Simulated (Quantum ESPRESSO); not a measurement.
Runs of Quantum ESPRESSO 7.5 on Br. Symmetry: Cmce, No. 64, orthorhombic system. Conventional cell: a = 6.726 Å, b = 4.645 Å, c = 8.702 Å, α = 90.00°, β = 90.00°, γ = 90.00°. Br (site symmetry m) is surrounded by 1 Br at 2.29 Å. 

```csv
task,level,potentials or basis,cell,k mesh,cutoff (eV),smearing,iterations,form of the LDA correlation,k mesh for the Wannier functions,gap on the mesh (eV),pressure (GPa),largest force (eV/Å)
phonons,PBE+D2,PseudoDojo 0.4.1 SR PBE standard,relaxed,"4 × 4 × 2, shifted",626,methfessel-paxton 0.2 eV,-,-,-,-,0.0,-
energy-loss spectrum,LDA,PseudoDojo 0.4.1 SR LDA standard,as given,5 × 5 × 2,599,gaussian 0.136 eV,200,PW92,-,1.73,-1.3,0.69
phonons,PBE,Ansatz NC SR PBE,relaxed,6 × 6 × 3,626,cold 0.2 eV,-,-,-,(a),0.1,-
phonons,LDA,PseudoDojo 0.4.1 SR LDA standard,relaxed,6 × 6 × 3,599,methfessel-paxton 0.2 eV,-,PW92,-,(c),0.0,-
single point,PBE,SSSP 1.3 efficiency PBE,as given,7 × 7 × 3,748,fermi-dirac 0.05 eV,-,-,-,1.89,2.0,(b)
Wannier functions,LDA,JTH 2.0 LDA,as given,5 × 5 × 2,490,fermi-dirac 0.05 eV,0,PW92,4 × 4 × 2,1.76,-1.2,0.69
```

Alike in all rows: no spin polarisation.

Estimate the missing entries.

(a) 1.34; (b) 0.97; (c) 1.10.

Caveats: an odd mesh through Γ misses points on the zone boundary, where band edges often lie (some runs); some modes are imaginary (some runs); this smearing can shift energies of a crystal with a gap (some runs); on a mesh that holds Γ this program's dielectric tensor can be off by some percent beyond the error of the mesh (some runs); the shifted mesh misses Γ, where the gap is smaller or closed, so treating the crystal as an insulator may be wrong and the dielectric response too small (some runs); the Lanczos chain is short for so many electrons, so humps in the spectrum may be artefacts (some runs).

A k mesh can miss the band edges, and the runs leave out spin-orbit coupling on Br.

Not every run made on this cell is shown here.
